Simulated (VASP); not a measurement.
# CoPtO2 in VASP: convergence with k mesh

CoPtO2:

```
Pt Co O
1.0
     1.41227    0.81537    5.93939
    -1.41227    0.81537    5.93939
     0.00000   -1.63075    5.93939
Pt Co O
1 1 2
Direct
  0.00000 0.00000 0.00000
  0.50000 0.50000 0.50000
  0.11224 0.11224 0.11224
  0.88776 0.88776 0.88776
```

The cell is a database's computed one.

| Quantity | Value |
| --- | --- |
| Program | VASP 6.6.1 |
| Task | single point |
| Functional | LDA |
| Potentials or basis | VASP PAW LDA potentials, release 64 (Pt_sv_GW, Co_sv_GW, O_GW) |
| Cutoff | 600 eV |
| k mesh | 3 × 3 × 3 |
| Occupations | gaussian, width 0.02 eV |
| Spin | collinear spin, ferromagnetic start |
| Starting moments | [0.0, 2.0, 0.0, 0.0] μB |

These are the settings of the first run; the series varies k mesh, with any setting tied to it.

Hardware: 1 thread of Intel(R) Xeon(R) 6975P-C (Granite Rapids) (shared host).

Question: The values tried are 3 × 3 × 3, 4 × 4 × 4, 5 × 5 × 5, 6 × 6 × 6, 8 × 8 × 8, 10 × 10 × 10, loosest first. From which on does the largest site moment stay within 0.02 μB of the tightest run that finished?

Answer: From 6 × 6 × 6 on.

| k mesh | energy less the tightest run, at zero smearing (meV/atom) | pressure (GPa) | largest force (eV/Å) | largest site moment (μB) | SCF cycles | CPU time (s) | peak memory (GiB) |
| --- | --- | --- | --- | --- | --- | --- | --- |
| 3 × 3 × 3 | 119.99 | -9.78 | 0.144 | 0.54 | 31 | 160 | 0.35 |
| 4 × 4 × 4 | -37.97 | -11.77 | 0.119 | 0.03 | 20 | 180 | 0.35 |
| 5 × 5 × 5 | 54.69 | -11.74 | 0.254 | 0.02 | 19 | 250 | 0.35 |
| 6 × 6 × 6 | -32.17 | -13.55 | 0.091 | 0.06 | 20 | 430 | 0.38 |
| 8 × 8 × 8 | -6.96 | -12.73 | 0.160 | 0.07 | 18 | 830 | 0.46 |
| 10 × 10 × 10 | 0.00 | -12.63 | 0.184 | 0.05 | 21 | 1800 | 0.6 |

Against the tightest run, the pressure stays within 0.1 GPa from 8 × 8 × 8 on. Not settled before the last step: the energy (to 1 meV/atom), the largest force (to 0.005 eV/Å). Meshes of other sizes hit other points, so gaps and Fermi surfaces needn't settle smoothly. The tightest run that finished is the yardstick and may itself not be fully converged.

Caveat, for the tightest run too: the starting moments collapsed, and a magnetic state may lie lower; semilocal functionals often make such compounds metallic where correlation or magnetic order opens a gap, which also shifts bond lengths. The run has no spin-orbit coupling, so splittings on Pt are missing.
